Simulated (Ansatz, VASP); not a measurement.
Two plane-wave programs on Cd

File INCAR:

```
ALGO = Normal
EDIFF = 1E-7
ENCUT = 520
GGA = PE
ISIF = 2
ISMEAR = 0
LASPH = True
LCHARG = False
LREAL = False
LWAVE = False
NBANDS = 12
NELM = 60
PREC = Accurate
SIGMA = 0.05
```

Contents of KPOINTS:

```
k-points
0
Gamma
  8 8 8
```

Contents of POSCAR:

```
Cd
1.0
    0.0000000000      2.2244797175      2.2244797175
    2.2244797175      0.0000000000      2.2244797175
    2.2244797175      2.2244797175      0.0000000000
Cd
1
Direct
    0.0000000000      0.0000000000      0.0000000000
```

Input for Ansatz:

```yaml
crystal:
  lattice:
    - [0.0, 2.2244797175, 2.2244797175]
    - [2.2244797175, 0.0, 2.2244797175]
    - [2.2244797175, 2.2244797175, 0.0]
  atoms:
    - { symbol: Cd, position: [0.0, 0.0, 0.0] }
basis:
  ecutwfc: 420
  ecutrho_ratio: 4
kpoints:
  mp_grid: { grid: [8, 8, 8] }
hamiltonian:
  xc: pbe
scf:
  occupations: { method: gaussian, width: 0.05 }
output:
  forces: true
  stress: true
  eigenvalues: true
```

Alike in both runs: task single point; functional PBE; k mesh 8 × 8 × 8; occupations gaussian, width 0.05 eV; no spin polarisation.

|  | VASP | Ansatz |
| --- | --- | --- |
| version | VASP 6.6.1 | Ansatz 0.2.0 |
| potentials or method | VASP PAW PBE potentials, release 64 (Cd) | scalar-relativistic, plane waves, PAW |
| plane-wave cutoff (eV) | 520 | 420 |
| valence electrons in the cell | 12 | 20 |

|  | VASP | Ansatz | Ansatz less VASP |
| --- | --- | --- | --- |
| gap on the k mesh at the Fermi level (eV) | none | none | - |
| pressure (GPa) | 2.1 | 1.8 | -0.28 |

A gap of «none» marks a metal or a gap that the smearing closes. The two sets of potentials don't hold the same shells in valence.
